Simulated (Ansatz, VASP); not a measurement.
**One calculation of Al2InAs3, two programs**

File INCAR:

```
PREC     = Accurate       # precision mode
ENCUT    = 520            # plane-wave cutoff, eV
EDIFF    = 1E-7           # SCF threshold, eV
ISMEAR   = 0              # smearing method
SIGMA    = 0.1            # smearing width, eV
LREAL    = False          # projectors in reciprocal space
LASPH    = True           # aspherical terms in the spheres
NELM     = 80             # most SCF steps
ALGO     = Normal         # electronic algorithm
ISIF     = 2              # what is computed and relaxed
LWAVE    = False          # write WAVECAR
LCHARG   = False          # write CHGCAR
GGA      = PE             # functional
NBANDS   = 26             # bands
```

The input KPOINTS:

```
regular mesh
0
Gamma
  6 6 6
```

File POSCAR:

```
Al2InAs3
1.0
   -2.0750727000      2.0750727000      8.8307467000
    2.0750727000     -2.0750727000      8.8307467000
    2.0750727000      2.0750727000     -8.8307467000
Al In As
2 1 3
Direct
    0.8293350000      0.8293350000      0.0000000000
    0.1706650000      0.1706650000      0.0000000000
    0.5000000000      0.5000000000      0.0000000000
    0.4073040000      0.9073040000      0.5000000000
    0.0926960000      0.5926960000      0.5000000000
    0.7500000000      0.2500000000      0.5000000000
```

Input for Ansatz:

```yaml
crystal:
  lattice:
    - [-2.0750727, 2.0750727, 8.8307467]
    - [2.0750727, -2.0750727, 8.8307467]
    - [2.0750727, 2.0750727, -8.8307467]
  atoms:
    - { symbol: Al, position: [0.829335, 0.829335, 0.0] }
    - { symbol: Al, position: [0.170665, 0.170665, 0.0] }
    - { symbol: In, position: [0.5, 0.5, 0.0] }
    - { symbol: As, position: [0.407304, 0.907304, 0.5] }
    - { symbol: As, position: [0.092696, 0.592696, 0.5] }
    - { symbol: As, position: [0.75, 0.25, 0.5] }
basis:
  ecutwfc: 420
kpoints:
  mp_grid: { grid: [6, 6, 6] }
hamiltonian:
  xc: pbe
scf:
  occupations: { method: gaussian, width: 0.1 }
  lower_state_search: "off"
output:
  forces: true
  stress: true
  eigenvalues: true
```

Alike in both runs: task single point; functional PBE; k mesh 6 × 6 × 6; occupations gaussian, width 0.1 eV; no spin polarisation.

```csv
,VASP,Ansatz
version,VASP 6.6.1,Ansatz 0.2.0
potentials or method,"VASP PAW PBE potentials, release 64 (Al, In_d, As)","scalar-relativistic, plane waves, PAW"
plane-wave cutoff (eV),520,420
valence electrons in the cell,34,64
```

|  | VASP | Ansatz | Ansatz less VASP |
| --- | --- | --- | --- |
| gap on the k mesh at the Fermi level (eV) | 0.84 | 0.84 | -0.003 |
| least direct gap on the mesh (eV) | 0.84 | 0.84 | -0.003 |
| pressure (GPa) | 0.1 | 0.0 | -0.11 |
| largest component of the traceless stress (GPa) | 0.07 | 0.07 | -0.001 |

With one functional, cell and mesh, what is left measures potentials, basis and numerics. The two sets of potentials don't hold the same shells in valence.

Caveats: spin-orbit coupling is left out, which moves the levels of the heavy elements. As with any semilocal functional, this PBE gap is likely too small. A k mesh can miss the band edges.
